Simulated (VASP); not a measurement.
# Ni (Fm-3m) in VASP: a series of runs

One crystal, Ni, is run at these levels: PBE; tasks: relaxation of cell and atoms, single point.

All numbers are computed with VASP 6.6.1; they aren't measurements. Logs are shortened: lines on timing, memory, paths and dates and some standing lists are left out, and cuts for length are marked.

### Step 1. The crystal as given

It takes space group Fm-3m (No. 225, cubic). The conventional cell has a = 3.524 Å, b = 3.524 Å, c = 3.524 Å, α = 90.00°, β = 90.00°, γ = 90.00°. Ni (site symmetry m-3m) has 12 Ni at 2.49 Å as nearest neighbours.

### Step 2. Relaxation of cell and atoms, PBE, collinear spin, ferromagnetic start

File INCAR:

```
SYSTEM = Ni
ALGO = Fast
EDIFF = 1E-7
EDIFFG = -0.002
ENCUT = 520
GGA = PE
IBRION = 2
ISIF = 3
ISMEAR = 1
ISPIN = 2
LASPH = .TRUE.
LCHARG = .FALSE.
LMAXMIX = 4
LORBIT = 11
LREAL = .FALSE.
LWAVE = .FALSE.
MAGMOM = 0.8
NELM = 120
NSW = 80
PREC = Accurate
SIGMA = 0.2
```

File KPOINTS:

```
k-points
0
G
  20 20 20
  0 0 0
```

File POSCAR:

```
Ni
1.0
    0.0000000000      1.7619350000      1.7619350000
    1.7619350000      0.0000000000      1.7619350000
    1.7619350000      1.7619350000      0.0000000000
Ni
1
Direct
    0.0000000000      0.0000000000      0.0000000000
```

Potentials or basis: VASP PAW PBE potentials, release 64 (Ni).

Run with:

```
cat potpaw_PBE.64/Ni/POTCAR > POTCAR
mpirun -np 1 vasp_std > vasp.out
```

OUTCAR:

```text
SYSTEM = Ni
   EDIFF = 1E-7
   EDIFFG = -0.002
   ENCUT = 520
   GGA = PE
   IBRION = 2
   ISIF = 3
   ISMEAR = 1
   ISPIN = 2
   LASPH = .TRUE.
   LORBIT = 11
   LREAL = .FALSE.
   NELM = 120
   NSW = 80
   PREC = Accurate

 ion  position               nearest neighbor table
   1  0.000  0.000  0.000-

  LATTYP: Found a face centered cubic cell.
 ALAT       =     3.5238700000

  Lattice vectors:

 A1 = (   0.0000000000,   1.7619350000,   1.7619350000)
 A2 = (   1.7619350000,   0.0000000000,   1.7619350000)
 A3 = (   1.7619350000,   1.7619350000,   0.0000000000)

Analysis of symmetry for initial positions (statically):
=====================================================================
 Subroutine PRICEL returns:
 Original cell was already a primitive cell.

 Routine SETGRP: Setting up the symmetry group for a
 face centered cubic supercell.

 Subroutine GETGRP returns: Found 48 space group operations
 (whereof 48 operations were pure point group operations)
 out of a pool of 48 trial point group operations.

The static configuration has the point symmetry O_h .

Analysis of symmetry for dynamics (positions and initial velocities):
=====================================================================
 Subroutine PRICEL returns:
 Original cell was already a primitive cell.

 Routine SETGRP: Setting up the symmetry group for a
 face centered cubic supercell.

 Subroutine GETGRP returns: Found 48 space group operations
 (whereof 48 operations were pure point group operations)
 out of a pool of 48 trial point group operations.

The dynamic configuration has the point symmetry O_h .

Analysis of structural, dynamic, and magnetic symmetry:
=====================================================================
 Subroutine PRICEL returns:
 Original cell was already a primitive cell.

 Routine SETGRP: Setting up the symmetry group for a
 face centered cubic supercell.

 Subroutine GETGRP returns: Found 48 space group operations
 (whereof 48 operations were pure point group operations)
 out of a pool of 48 trial point group operations.

The overall configuration has the point symmetry O_h .

 Subroutine INISYM returns: Found 48 space group operations
 (whereof 48 operations are pure point group operations),
 and found     1 'primitive' translations

----------------------------------------------------------------------------------------

                                     Primitive cell

  volume of cell :      10.9396

  direct lattice vectors                    reciprocal lattice vectors
     0.000000000  1.761935000  1.761935000    -0.283778914  0.283778914  0.283778914
     1.761935000  0.000000000  1.761935000     0.283778914 -0.283778914  0.283778914
     1.761935000  1.761935000  0.000000000     0.283778914  0.283778914 -0.283778914

  length of vectors
     2.491752373  2.491752373  2.491752373     0.491519496  0.491519496  0.491519496

  position of ions in fractional coordinates (direct lattice)
     0.000000000  0.000000000  0.000000000

  ion indices of the primitive-cell ions
   primitive index   ion index
                 1           1

----------------------------------------------------------------------------------------

 KPOINTS: k-points

Automatic generation of k-mesh.
 Grid dimensions read from file:
 generate k-points for:   20   20   20

 Generating k-lattice:

  Cartesian coordinates                     Fractional coordinates (reciprocal lattice)
    -0.014188946  0.014188946  0.014188946     0.050000000  0.000000000  0.000000000
     0.014188946 -0.014188946  0.014188946     0.000000000  0.050000000  0.000000000
     0.014188946  0.014188946 -0.014188946     0.000000000  0.000000000  0.050000000

  Length of vectors
     0.024575975  0.024575975  0.024575975

  Shift w.r.t. Gamma in fractional coordinates (k-lattice)
     0.000000000  0.000000000  0.000000000

 Subroutine IBZKPT returns following result:
 ===========================================

 Found    256 irreducible k-points:

 Following reciprocal coordinates:
            Coordinates               Weight
  0.000000  0.000000  0.000000      1.000000
  0.050000  0.000000  0.000000      8.000000
  0.100000  0.000000  0.000000      8.000000
  0.150000  0.000000  0.000000      8.000000
  0.200000  0.000000  0.000000      8.000000
  0.250000  0.000000  0.000000      8.000000
[... 16 lines left out ...]
 -0.400000  0.050000  0.000000     24.000000
 -0.350000  0.050000  0.000000     24.000000
 [... further k-points ...]
   k-points           NKPTS =    256   k-points in BZ     NKDIM =    256   number of bands    NBANDS=      9
   number of dos      NEDOS =    301   number of ions     NIONS =      1
   total plane-waves  NPLWV =   8000
   dimension x,y,z NGX =    20 NGY =   20 NGZ =   20
   dimension x,y,z NGXF=    40 NGYF=   40 NGZF=   40
   ions per type =               1
   NGX,Y,Z   is equivalent  to a cutoff of  13.34, 13.34, 13.34 a.u.
   NGXF,Y,Z  is equivalent  to a cutoff of  26.69, 26.69, 26.69 a.u.
 SYSTEM =  Ni
   PREC   = accura    normal or accurate (medium, high low for compatibility)
   ISTART =      0    job   : 0-new  1-cont  2-samecut
   ICHARG =      2    charge: 1-file 2-atom 10-const
   ISPIN  =      2    spin polarized calculation?
   LNONCOLLINEAR =      F non collinear calculations
   LSORBIT =      F    spin-orbit coupling
   LASPH  =      T    aspherical Exc in radial PAW
   ENCUT  =  520.0 eV  38.22 Ry    6.18 a.u.   4.63  4.63  4.63*2*pi/ulx,y,z
   NELM   =    120;   NELMIN=  2; NELMDL= -5     # of ELM steps
   EDIFF  = 0.1E-06   stopping-criterion for ELM
   LREAL  =      F    real-space projection
   EDIFFG = -.2E-02   stopping-criterion for IOM
   NSW    =     80    number of steps for IOM
   IBRION =      2    ionic relax: 0-MD 1-quasi-New 2-CG
   NFREE  =      1    steps in history (QN), initial steepest desc. (CG)
   ISIF   =      3    stress and relaxation
   ISYM   =      2    0-nonsym 1-usesym 2-fastsym
   POTIM  = 0.5000    time-step for ionic-motion
   TEBEG  =    0.0;   TEEND  =   0.0 temperature during run
   PSTRESS=    0.0 pullay stress
   NELECT =      10.0000    total number of electrons
   NUPDOWN=      -1.0000    fix difference up-down
   EMIN   =  10.00;   EMAX   =-10.00  energy-range for DOS
   EFERMI =   0.00;   METHOD = LEGACY
   ISMEAR =     1;   SIGMA  =   0.20  broadening in eV -4-tet -1-fermi 0-gaus
   EFERMI_NEDOS =   21; number of points for ismear=-14 and -15
   IALGO  =     68    algorithm
   IMIX   =      4    mixing-type and parameters
     AMIX     =   0.40;   BMIX     =  1.00
     AMIX_MAG =   1.60;   BMIX_MAG =  1.00
  volume/ion in A,a.u.               =      10.94        73.82
  Fermi-wavevector in a.u.,A,eV,Ry     =   1.588821  3.002436 34.345893  2.524352
  Thomas-Fermi vector in A             =   2.687765
   LORBIT       =     11    0 simple, 1 ext, 2 COOP (PROOUT), +10 PAW based schemes
   GGA     = PE    functional components
   LHFCALC =     F    Hartree Fock is set to
   AEXX    =    0.0000 exact exchange contribution
   IVDW    =     0    specifies the selected vdW correction
   LEPSILON=     F    determine dielectric tensor
   LRPA    =     F    only Hartree local field effects (RPA)
 conjugate gradient relaxation of ions
 spin polarized calculation
 RMM-DIIS sequential band-by-band and
 Methfessel and Paxton  Order N= 1 SIGMA  =   0.20
  energy-cutoff  :      520.00
  volume of cell :       10.94
 maximum number of plane-waves:       306
   NGX =  9   NGY =  9   NGZ =  9

--------------------------------------- Ionic step        1  -------------------------------------------

 number of electron      10.0000010 magnetization       0.6301525

 Free energy of the ion-electron system (eV)
  ---------------------------------------------------
  ext. energy  EPLUGINS =         0.00000000
  ---------------------------------------------------
  free energy    TOTEN  =        -5.47096288 eV

  energy without entropy =       -5.46942325  energy(sigma->0) =       -5.47044967

------------------------ aborting loop because EDIFF is reached ----------------------------------------

  FORCE on cell =-STRESS in cart. coord.  units (eV):
  Direction    XX          YY          ZZ          XY          YZ          ZX
  --------------------------------------------------------------------------------------
  -------------------------------------------------------------------------------------
  Total       -0.0670586     -0.0670586     -0.0670586      0.0000000      0.0000000      0.0000000
  in kB       -9.8212242     -9.8212242     -9.8212242      0.0000000      0.0000000      0.0000000
  external PRESSURE =      -9.8212242 kB  Pullay stress =       0.0000000 kB
[... 230 lines left out ...]
  energy  without entropy=       -5.4696316910  energy(sigma->0) =       -5.47063569

--------------------------------------- Ionic step        8  -------------------------------------------

 number of electron      10.0000009 magnetization       0.6296356

 Free energy of the ion-electron system (eV)
  ---------------------------------------------------
  ext. energy  EPLUGINS =         0.00000000
  ---------------------------------------------------
  free energy    TOTEN  =        -5.47113818 eV

  energy without entropy =       -5.46963264  energy(sigma->0) =       -5.47063633

 E-fermi :   9.3663     XC(G=0): -13.2520

 val. band max:        9.3663003833   @ k =   0.3500   0.2500   0.0500
 cond. band min:       9.3680980820   @ k =  -0.4500   0.5000   0.0500
 fundamental gap:      0.0017976987
 Fermi energy:         9.3663425989

 spin component 1

 k-point     1 :       0.0000    0.0000    0.0000
  band No.  band energies     occupation
      1       0.3623      1.00000
      2       6.9291      1.00000
      3       6.9291      1.00000
      4       6.9291      1.00000
      5       8.1093      1.00000
      6       8.1093      1.00000
      7      33.0870      0.00000
      8      36.9429      0.00000
      9      36.9429      0.00000
[... 265 lines left out ...]
 k-point    24 :      -0.3500    0.0500    0.0000
  band No.  band energies     occupation
      1       4.1876      1.00000
      2       7.0181      1.00000
      3       7.0730      1.00000
      4       7.1938      1.00000
      5       8.4374      1.00000
      6       8.7871      1.00016
      7      18.5028      0.00000
      8      31.0461      0.00000
      9      33.4109      0.00000

 [... further k-points ...]

 spin component 2

 k-point     1 :       0.0000    0.0000    0.0000
  band No.  band energies     occupation
      1       0.3261      1.00000
      2       7.6899      1.00000
      3       7.6899      1.00000
      4       7.6899      1.00000
      5       8.6947      1.00001
      6       8.6947      1.00001
      7      32.9223      0.00000
      8      36.9220      0.00000
      9      36.9220      0.00000
[... 265 lines left out ...]
 k-point    24 :      -0.3500    0.0500    0.0000
  band No.  band energies     occupation
      1       4.4035      1.00000
      2       7.5568      1.00000
      3       7.6666      1.00000
      4       7.7075      1.00000
      5       9.1710      1.02255
      6       9.4838      0.08570
      7      18.7477      0.00000
      8      31.0124      0.00000
      9      33.4095      0.00000

 [... further k-points ...]

------------------------ aborting loop because EDIFF is reached ----------------------------------------

  FORCE on cell =-STRESS in cart. coord.  units (eV):
  Direction    XX          YY          ZZ          XY          YZ          ZX
  --------------------------------------------------------------------------------------
  -------------------------------------------------------------------------------------
  Total       -0.0005686     -0.0005686     -0.0005686      0.0000000      0.0000000     -0.0000000
  in kB       -0.0836735     -0.0836735     -0.0836735      0.0000000      0.0000000     -0.0000000
  external PRESSURE =      -0.0836735 kB  Pullay stress =       0.0000000 kB
[... 16 lines left out ...]
  FREE ENERGIE OF THE ION-ELECTRON SYSTEM (eV)
  ---------------------------------------------------
  free  energy   TOTEN  =        -5.4711381779 eV

  energy  without entropy=       -5.4696326412  energy(sigma->0) =       -5.47063633

 reached required accuracy - stopping structural energy minimisation

 total charge

# of ion       s       p       d       tot
------------------------------------------
    1        0.497   0.497   8.314   9.309

 magnetization (x)

# of ion       s       p       d       tot
------------------------------------------
    1       -0.007  -0.025   0.674   0.642
```

It took 3.9 min on 1 thread of Intel Xeon Platinum 8259CL at 2.50GHz (Skylake/Cascade Lake), shared host; peak memory 0.17 GiB.

What came out:

- Free energy: -5.4711 eV
- Relaxed volume: 10.89 Å³/atom
- Relaxed cell: a = 2.488 Å, b = 2.488 Å, c = 2.488 Å, α = 60.00°, β = 60.00°, γ = 60.00°
- Space group after relaxing (to 0.05 Å): Fm-3m (No. 225)
- Energy gained by relaxing: 0.2 meV/atom
- Ionic steps: 8
- Pressure after relaxing: 0.0 GPa
- Band gap on the k mesh: none (metal or under the smearing width)
- Net moment: 0.63 μB per cell
- Site moments: Ni +0.64 μB
- Valence electrons inside the program's atomic spheres: Ni 9.31

The path:
```tsv
step	energy change (eV)	largest force (eV/Å)	pressure (GPa)	volume (Å³)
1	0.0000	0.0000	-0.98	10.94
2	0.0000	0.0000	0.95	10.83
3	-0.0002	0.0000	-0.04	10.88
4	-0.0002	0.0000	0.10	10.88
5	-0.0002	0.0000	-0.08	10.89
6	-0.0002	0.0000	0.04	10.89
7	-0.0002	0.0000	-0.09	10.89
8	-0.0002	0.0000	-0.01	10.89
```

Final structure:
```cif
data_structure
_symmetry_space_group_name_H-M 'P 1'
_symmetry_Int_Tables_number 1
_cell_length_a 2.4877
_cell_length_b 2.4877
_cell_length_c 2.4877
_cell_angle_alpha 60.000
_cell_angle_beta 60.000
_cell_angle_gamma 60.000
_cell_volume 10.89
loop_
_atom_site_label
_atom_site_type_symbol
_atom_site_fract_x
_atom_site_fract_y
_atom_site_fract_z
_atom_site_occupancy
Ni1 Ni 0.00000 0.00000 0.00000 1
```

Levels at points of the mesh, in eV from the Fermi level:
Spin up:
| k point | band 3 | band 4 | band 5 | band 6 | band 7 | band 8 |
| --- | --- | --- | --- | --- | --- | --- |
| (0.00, 0.00, 0.00) | -2.44 | -2.44 | -1.26 | -1.26 | 23.72 | 27.58 |
| (0.50, 0.00, 0.00) | -2.42 | -0.61 | -0.61 | -0.29 | 5.66 | 22.21 |
| (0.50, 0.50, 0.00) | -0.55 | -0.48 | -0.48 | 2.45 | 9.21 | 14.82 |
Spin down:
| k point | band 1 | band 2 | band 3 | band 4 | band 5 | band 6 | band 7 | band 8 | band 9 |
| --- | --- | --- | --- | --- | --- | --- | --- | --- | --- |
| (0.00, 0.00, 0.00) | -9.04 | -1.68 | -1.68 | -1.68 | -0.67 | -0.67 | 23.56 | 27.56 | 27.56 |
| (0.50, 0.00, 0.00) | -4.40 | -1.80 | -1.80 | -0.35 | 0.15 | 0.15 | 6.08 | 22.06 | 24.75 |
| (0.50, 0.50, 0.00) | -4.30 | -3.57 | 0.06 | 0.39 | 0.39 | 2.41 | 9.46 | 14.83 | 14.83 |

### Step 3. Relaxation of cell and atoms, PBE, collinear spin, ferromagnetic start

This run uses another cell than the first one, of 10.89 Å³/atom, 0.995 times its volume.

INCAR is that of step 2.

KPOINTS is that of step 2.

File POSCAR:

```
Ni                                      
1.0
    0.0000000000      1.7590903156      1.7590903156
    1.7590903156     -0.0000000000      1.7590903156
    1.7590903156      1.7590903156     -0.0000000000
  Ni            
     1
Direct
     0.0000000000000000    0.0000000000000000    0.0000000000000000
```

Potentials or basis: VASP PAW PBE potentials, release 64 (Ni).

Run with:

```
cat potpaw_PBE.64/Ni/POTCAR > POTCAR
mpirun -np 1 vasp_std > vasp.out
```

It took 2 min on 1 thread of Intel Xeon Platinum 8259CL at 2.50GHz (Skylake/Cascade Lake), shared host; peak memory 0.17 GiB.

Results (log left out):

```yaml
Free_energy: -5.4711 eV
Relaxed_volume: 10.88 Å³/atom
Relaxed_cell: a = 2.488 Å, b = 2.488 Å, c = 2.488 Å, α = 60.00°, β = 60.00°, γ = 60.00°
Space_group_after_relaxing_to_0.05_Å: Fm-3m (No. 225)
Energy_gained_by_relaxing: 0.0 meV/atom
Ionic_steps: 5
Pressure_after_relaxing: 0.0 GPa
Band_gap_on_the_k_mesh: none (metal or under the smearing width)
Net_moment: 0.63 μB per cell
Site_moments: Ni +0.64 μB
Valence_electrons_inside_the_program's_atomic_spheres: Ni 9.31
```

Final structure:
```yaml
crystal:
  lattice:
    - [0.00000, 1.75898, 1.75898]
    - [1.75898, 0.00000, 1.75898]
    - [1.75898, 1.75898, 0.00000]
  atoms:
    - { symbol: Ni, position: [0.00000, 0.00000, 0.00000] }
```

Levels at points of the mesh, in eV from the Fermi level:
Spin up:
```tsv
k point	band 2	band 3	band 4	band 5	band 6	band 7	band 8	band 9
(0.00, 0.00, 0.00)	-2.44	-2.44	-2.44	-1.26	-1.26	23.72	27.58	27.58
(0.50, 0.00, 0.00)	-2.42	-2.42	-0.61	-0.61	-0.29	5.66	22.21	24.67
(0.50, 0.50, 0.00)	-4.20	-0.55	-0.48	-0.48	2.45	9.22	14.82	14.82
```
Spin down:
| k point | band 1 | band 2 | band 3 | band 4 | band 5 | band 6 | band 7 | band 8 | band 9 |
| --- | --- | --- | --- | --- | --- | --- | --- | --- | --- |
| (0.00, 0.00, 0.00) | -9.04 | -1.68 | -1.68 | -1.68 | -0.67 | -0.67 | 23.56 | 27.56 | 27.56 |
| (0.50, 0.00, 0.00) | -4.40 | -1.80 | -1.80 | -0.35 | 0.15 | 0.15 | 6.08 | 22.07 | 24.75 |
| (0.50, 0.50, 0.00) | -4.30 | -3.57 | 0.06 | 0.39 | 0.39 | 2.41 | 9.46 | 14.83 | 14.83 |

### Step 4. Single point, PBE, collinear spin, ferromagnetic start

This run uses another cell than the first one, of 10.88 Å³/atom, 0.995 times its volume.

File INCAR:

```
SYSTEM = Ni
  PREC = Accurate
  ENCUT = 520
  EDIFF = 1E-7
  ISMEAR = 1
  SIGMA = 0.2
  LREAL = .False.
  LASPH = .True.
  NELM = 120
  ALGO = Fast
  ISIF = 2
  LWAVE = .False.
  LCHARG = .False.
  ISPIN = 2
  MAGMOM = 0.8
  LORBIT = 11
  LMAXMIX = 4
  GGA = PE
```

File KPOINTS:

```
regular mesh
0
Gamma
  20 20 20
  0 0 0
```

File POSCAR:

```
Ni                                      
1.0
    0.0000000000      1.7589830730      1.7589830730
    1.7589830730      0.0000000000      1.7589830730
    1.7589830730      1.7589830730      0.0000000000
  Ni            
     1
Direct
     0.0000000000000000    0.0000000000000000    0.0000000000000000
```

Run with:

```
cat potpaw_PBE.64/Ni/POTCAR > POTCAR
mpirun -np 1 vasp_std > vasp.out
```

Wall time 56 s (1 thread of Intel Xeon Platinum 8259CL at 2.50GHz (Skylake/Cascade Lake), shared host); peak memory 0.16 GiB.

It converged, with:

```yaml
Free_energy: -5.4711 eV
Pressure: 0.0 GPa
Band_gap_on_the_k_mesh: none (metal or under the smearing width)
Net_moment: 0.63 μB per cell
Site_moments: Ni +0.64 μB
Valence_electrons_inside_the_program's_atomic_spheres: Ni 9.31
```

Levels at points of the mesh, in eV from the Fermi level:
Spin up:
| k point | band 1 | band 2 | band 3 | band 4 | band 5 | band 6 | band 7 | band 8 | band 9 |
| --- | --- | --- | --- | --- | --- | --- | --- | --- | --- |
| (0.00, 0.00, 0.00) | -9.01 | -2.44 | -2.44 | -2.44 | -1.26 | -1.26 | 23.72 | 27.58 | 27.58 |
| (0.50, 0.00, 0.00) | -4.84 | -2.42 | -2.42 | -0.61 | -0.61 | -0.29 | 5.66 | 22.21 | 24.67 |
| (0.50, 0.50, 0.00) | -4.64 | -4.20 | -0.55 | -0.48 | -0.48 | 2.45 | 9.22 | 14.82 | 14.82 |
Spin down:
```
           k point  band 1  band 2  band 3  band 4  band 5  band 6  band 7  band 8  band 9
(0.00, 0.00, 0.00)   -9.04   -1.68   -1.68   -1.68   -0.67   -0.67   23.56   27.56   27.56
(0.50, 0.00, 0.00)   -4.40   -1.80   -1.80   -0.35    0.15    0.15    6.08   22.07   24.75
(0.50, 0.50, 0.00)   -4.30   -3.57    0.06    0.39    0.39    2.41    9.46   14.83   14.83
```
